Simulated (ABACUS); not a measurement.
Crystal: I.

```
I
1.0
     0.00000    2.36560    3.90984
     2.19225    0.00000    3.90984
     2.19225    2.36560    0.00000
I
1
Cartesian
  0.0000 0.0000 0.0000
```

Base run:

- Program: ABACUS 3.10.1
- Functional: OLYP
- Potentials or basis: SG15 ONCV 1.2 PBE
- Cutoff: 966 eV
- Density cutoff: 3864 eV
- Basis: plane waves
- k mesh: 7 × 7 × 7
- Occupations: fermi-dirac, width 0.05 eV
- Spin: no spin polarisation

Its results: band gap on the k mesh none (metal or under the smearing width); pressure 2.6 GPa.

The run is repeated on the same cell with these changes: functional from OLYP to HLE16; potentials or basis from SG15 ONCV 1.2 PBE to Ansatz NC PBE; valence electrons from 17 to 7. What comes out?

Band gap on the k mesh none (metal or under the smearing width); pressure -1.0 GPa.

Caveats: the potentials were made for another functional, which shifts forces and pressure; an odd number of electrons without spin polarisation forces a metal; a magnetic or distorted state may lie lower; the potentials were made for a functional far from this one (some runs).
